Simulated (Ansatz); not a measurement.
# Transmission past a defect: (4,1) C nanotube, B and B in place of neighbours C and C, part 2 of 5

What does the defect do to the conductance?

Ansatz 0.2.0; DFT PBE, plane waves, PAW; relaxation of a wire's period (the session's first sound run).

So far. Step 2 (Relaxing the period): The cell's length comes to 6.501 Å with spin left out.

## 3. The wire at its relaxed period

This step: DFT PBE, plane waves, PAW; channels and complex bands of a perfect wire (Ansatz 0.2.0).

At the relaxed period the Bloch states of the perfect wire are found at each energy: those that move forward count the open channels, and those that decay describe how a disturbance dies away inside the wire itself. An energy step of 0.035 eV is under the 0.039 eV that the program asks for its thermal average at 300 K.

File input.yaml:

```yaml
crystal:
  lattice:
    - [10.388, 0.0, 0.0]
    - [0.0, 10.378, 0.0]
    - [0.0, 0.0, 6.5008324045]
  atoms:
    - { symbol: C, position: [0.40933954, 0.657144128, 0.99876104] }
    - { symbol: C, position: [0.681276657, 0.499981485, 0.001232433] }
    - { symbol: C, position: [0.326738777, 0.446494002, 0.070193176] }
    - { symbol: C, position: [0.540329085, 0.67690504, 0.072662976] }
    - { symbol: C, position: [0.336642385, 0.578721075, 0.144095224] }
    - { symbol: C, position: [0.513524561, 0.319014888, 0.14162391] }
    - { symbol: C, position: [0.386946275, 0.358100108, 0.215527682] }
    - { symbol: C, position: [0.679248835, 0.47292257, 0.21305298] }
    - { symbol: C, position: [0.566235136, 0.668904861, 0.284476937] }
    - { symbol: C, position: [0.6130245, 0.358102658, 0.286957036] }
    - { symbol: C, position: [0.350197, 0.602221698, 0.35590148] }
    - { symbol: C, position: [0.663323254, 0.578729179, 0.358381523] }
    - { symbol: C, position: [0.36707619, 0.376555455, 0.427328617] }
    - { symbol: C, position: [0.459634331, 0.676901674, 0.429804984] }
    - { symbol: C, position: [0.318688599, 0.499980677, 0.501232433] }
    - { symbol: C, position: [0.590625716, 0.342818034, 0.49876104] }
    - { symbol: C, position: [0.459636172, 0.323057122, 0.572662976] }
    - { symbol: C, position: [0.67322648, 0.553468159, 0.570193176] }
    - { symbol: C, position: [0.486440695, 0.680947274, 0.64162391] }
    - { symbol: C, position: [0.663322871, 0.421241087, 0.644095224] }
    - { symbol: C, position: [0.320716421, 0.527039592, 0.71305298] }
    - { symbol: C, position: [0.613018981, 0.641862054, 0.715527682] }
    - { symbol: C, position: [0.386940756, 0.641859504, 0.786957036] }
    - { symbol: C, position: [0.433730121, 0.331057301, 0.784476937] }
    - { symbol: C, position: [0.336642002, 0.421232983, 0.858381523] }
    - { symbol: C, position: [0.649768256, 0.397740464, 0.85590148] }
    - { symbol: C, position: [0.540330926, 0.323060488, 0.929804984] }
    - { symbol: C, position: [0.632889066, 0.623406707, 0.927328617] }
kpoints:
  mp_grid: { grid: [1, 1, 13] }
scf:
  occupations: { method: fermi_dirac, width: 0.05 }
hamiltonian:
  xc: pbe
output:
  transmission:
    e_range: [-1.26, 1.26]
    de: 0.035
    kmesh: [1, 1]
    reduced_basis: true
    leads: [[0, 0]]
basis:
  ecutwfc: "350 eV"
```

On the command line:

```console
$ ansatz run input.yaml --threads 4 --pin off --max-ram 16384MiB --backend cpu --events-out ev --progress --plain --runs-dir out
```

Numbers of over 12 decimals in the logs are rounded to 6 here.

What it wrote:

```text
Warning: basis.ecutwfc = 350 eV is below the records' recommended 420 eV, and the density's cutoff is lower with it unless basis.ecutrho_ratio is high enough to keep the records' density cutoff: compare with a run at a higher cutoff
[...]
Crystal: 28 atoms, lattice volume = 700.833 Å³
Basis set: ecut = 350 eV, 10419 PW (Γ)
Bands: 84, of which v1, the nominal top of the filled ones, is band 56 counted from 1 (55 counted from 0)
Symmetry: 2 space group operations
[...]
k-points: 7 of 13 (time reversal used)
[...]
SCF iter   1: F=—  HF=-7009.119561 eV  |F-HF|=—  |Δ(HF+E_count)|=         —  Δρ=6.83e-3  dr2=1.99e-1  ethr=1.77e-3  ⟨swp⟩=12.4  Hψ=3811  notcnv=0  defer=88
[...]
SCF iter   6: F=-7009.106599 eV  HF=-7009.106599 eV  |F-HF|=4.12e-8  |Δ(HF+E_count)|=   3.13e-6  Δρ=3.74e-6  dr2=8.36e-8  ethr=8.93e-11  ⟨swp⟩=23.3  Hψ=4357  notcnv=0
SCF 1 converged in 6 iterations: F = -7009.106599 eV  dr2 = 8.36e-8
[...]
transmission: 12 of 12 steps passed
SCF converged after 6 iterations
Free energy (F): -7009.106599 eV
[...]
Internal energy: -7009.082376 eV  (E = F + TS)
E sigma→0 (E₀):  -7009.094487 eV
Entropy (-TS):   -0.024223 eV (-0.865 meV/atom)
Fermi energy:    -0.784973 eV
[...]
--- Band table (eV; the first three rows and the last of 7) ---
  k-point 0: bands = [... 52 lower, -3.1945, -2.0834, -1.1377, -1.1370, 0.7361, 0.7436, 0.7772, 0.7785, ... 24 higher]
  k-point 1: bands = [... 52 lower, -3.1779, -2.1068, -1.4035, -0.8671, 0.2894, 0.5131, 0.7946, 1.0413, ... 24 higher]
  k-point 2: bands = [... 52 lower, -3.0660, -2.1734, -1.6599, -0.6040, -0.1649, 0.2432, 0.5305, 1.3059, ... 24 higher]
  k-point 6: bands = [... 52 lower, -2.5263, -2.5019, -1.4682, -1.1856, -1.0634, -0.9273, 0.7321, 1.0236, ... 24 higher]
--- Transmission ---
  basis      : 793 plane waves across, 12 finite elements along
  points     : 1, standing for a mesh of 1 x 1
  filling    : by the input's occupations and mesh, since the crystals that have channels conduct as metals do. If one of these is a semiconductor, that mesh has misplaced its level
  energies   : 73 from -1.260000 to 1.260000 eV about the Fermi level, 0.035000 eV apart; the leads are filled to 0.000000 eV, and channels, transmission and decay are at 0.000000 eV
  crystal 0  : C28, at the sites [0, 0], period 6.5008 Å: whole cells are its period
    offset         : up to 0.0000 Å between an atom of the period and one for which it stands
    filled         : 18.1 meV over the level at which it is neutral
    channels       : 4.000000e0 a spin
    conductance    : 2.8748e14 S/m² at 300 K; may be off by some 0.0 % by where its bands' edges are placed, 0.0 % from the distance to neutral
```

Wall time 15 min (4 threads of Arm Neoverse V1, shared host); peak memory 7.9 GiB.

Reading the cycles: dr2 is the Hartree energy of the density residual (eV), the measure of convergence; HF is the Harris–Foulkes estimate of the energy, which meets the free energy F at convergence.

Numbers from this step:

```yaml
energy_at_zero_smearing: -7009.0945 eV
channels_at_the_energy_nearest_the_fermi_level_one_spin: 4
conductance_of_the_lead_as_this_run_defines_it: 4.000 G₀
band_gap: 0 eV
```

The open channels of the lead, one spin by energy, zero at the Fermi level:

energy (eV), open channels of the lead, one spin and a bar from the least value:
```
   -1.190       2.00 
   -1.085       2.00 
   -1.015       2.00 
   -0.910       2.00 
   -0.805       2.00 
   -0.700       2.00 
   -0.595       2.00 
   -0.490       4.00 ##############################
   -0.385       4.00 ##############################
   -0.315       4.00 ##############################
   -0.210       4.00 ##############################
   -0.105       4.00 ##############################
    0.000       4.00 ##############################
    0.105       4.00 ##############################
    0.210       4.00 ##############################
    0.315       4.00 ##############################
    0.385       4.00 ##############################
    0.490       2.00 
    0.595       2.00 
    0.700       2.00 
    0.805       2.00 
    0.910       2.00 
    1.015       4.00 ##############################
    1.085       4.00 ##############################
    1.190       4.00 ##############################
```

The slowest values at each energy, most degenerate partners merged, listed up to 1.5 1/Å. Im kz of the slowest decaying states against energy, zero at the Fermi level:

```csv
energy (eV),decay 1 (Å⁻¹),decay 2 (Å⁻¹),decay 3 (Å⁻¹),decay 4 (Å⁻¹)
-1.190,0.0812,0.159,0.333,0.423
-1.085,0.0861,0.214,0.343,0.427
-1.015,0.0872,0.241,0.349,0.430
-0.910,0.0858,0.273,0.357,0.435
-0.805,0.0805,0.298,0.365,0.439
-0.700,0.0703,0.319,0.373,0.442
-0.595,0.0523,0.336,0.380,0.446
-0.490,0.350,0.386,0.449,0.490
-0.385,0.361,0.392,0.453,0.492
-0.315,0.368,0.396,0.455,0.492
-0.210,0.376,0.401,0.457,0.493
-0.105,0.382,0.406,0.460,0.494
0.000,0.387,0.411,0.463,0.495
0.105,0.390,0.416,0.465,0.495
0.210,0.392,0.420,0.467,0.496
0.315,0.393,0.423,0.469,0.496
0.385,0.393,0.426,0.470,0.496
0.490,0.0430,0.392,0.429,0.472
0.595,0.0608,0.390,0.432,0.473
0.700,0.0665,0.387,0.434,0.475
0.805,0.0634,0.383,0.437,0.476
0.910,0.0495,0.378,0.439,0.477
1.015,0.372,0.440,0.478,0.495
1.085,0.367,0.441,0.478,0.494
1.190,0.360,0.442,0.479,0.494
```

By hand: the program gives 2.8748 × 10^14 S/m² over the cell's cross-section of 107.81 Å² = 1.078 × 10^-18 m², so one cell conducts 3.099 × 10^-4 S. Divided by G0 = 2e²/h = 7.748 × 10^-5 S this is 4.00 G0, a resistance of 3.23 kΩ.

At the computed energy nearest the Fermi level there are 4 channels a spin, and the thermal average gives 4.00 G₀.

(Part 2 of 5 ends here.)

[Logs are printed without paths, hosts, clocks, repeated set-up lines and the standing remarks that a program may print on its own settings, such as how far it seeks lower states.]

[Hosts, paths, dates, database ids (printed as entryN), source tags and the programs' standing remarks are cut or masked in the printed files.]
